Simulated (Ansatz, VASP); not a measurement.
**GaN: VASP beside Ansatz**

```xyz
2
Lattice="0.0000 2.2535 2.2535 2.2535 0.0000 2.2535 2.2535 2.2535 0.0000" Properties=species:S:1:pos:R:3 pbc="T T T"
Ga    0.0000    0.0000    0.0000
N     1.1268    1.1268    1.1268
```

The cell is a database's computed one.

Alike in both runs: task relaxation of cell and atoms; functional LDA; k mesh 10 × 10 × 10; occupations gaussian, width 0.02 eV; no spin polarisation.

```csv
,VASP,Ansatz
version,VASP 6.6.1,Ansatz 0.2.0
potentials or method,"VASP PAW LDA potentials, release 64 (Ga_d, N)","scalar-relativistic, plane waves, PAW"
plane-wave cutoff (eV),600,420
valence electrons in the cell,18,18
```

```csv
,VASP,Ansatz,Ansatz less VASP
"gap on the k mesh at the Fermi level, each at its own relaxed structure (eV)",1.94,1.96,+0.015
relaxed volume (Å³/atom),11.11,11.06,-0.055
relaxed cell length with the largest relative difference (Å),3.156,3.150,-0.0053
energy change over the relaxation (meV/atom),-6,-8,-2.2
```

A hybrid or GW would open this gap; LDA tends to underestimate it.
